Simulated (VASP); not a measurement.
Here is a VASP 6.6.1 calculation.

INCAR

```
PREC     = Accurate       # precision mode
ENCUT    = 520            # plane-wave cutoff, eV
EDIFF    = 1E-6           # SCF threshold, eV
ISMEAR   = 1              # smearing method
SIGMA    = 0.1            # smearing width, eV
LREAL    = F              # projectors in reciprocal space
LASPH    = T              # aspherical terms in the spheres
NELM     = 80             # most SCF steps
ALGO     = Normal         # electronic algorithm
ISIF     = 2              # what is computed and relaxed
LWAVE    = F              # write WAVECAR
LCHARG   = F              # write CHGCAR
ICORELEVEL= 1
```

Contents of KPOINTS:

```
regular mesh
0
Gamma
  15 15 24
```

The input POSCAR:

```
Mo
1.0
    2.6978406100      0.0000000000      0.0000000000
   -0.8992802000      2.5435485200      0.0000000000
    0.8992802000      1.2717742600      2.2027776300
Mo
1
Direct
    0.0000000000      0.0000000000      0.0000000000
```

Potentials or basis: VASP PAW LDA potentials, release 64 (Mo_sv).

Run with:

```bash
$ cat potpaw_LDA.64/Mo_sv/POTCAR > POTCAR
$ mpirun -np 1 vasp_std > vasp.out
```

(1) Predict the pressure.

(2) Predict the band gap on the k mesh.

Answers

(1) 0.2 GPa.

(2) none (metal or under the smearing width).
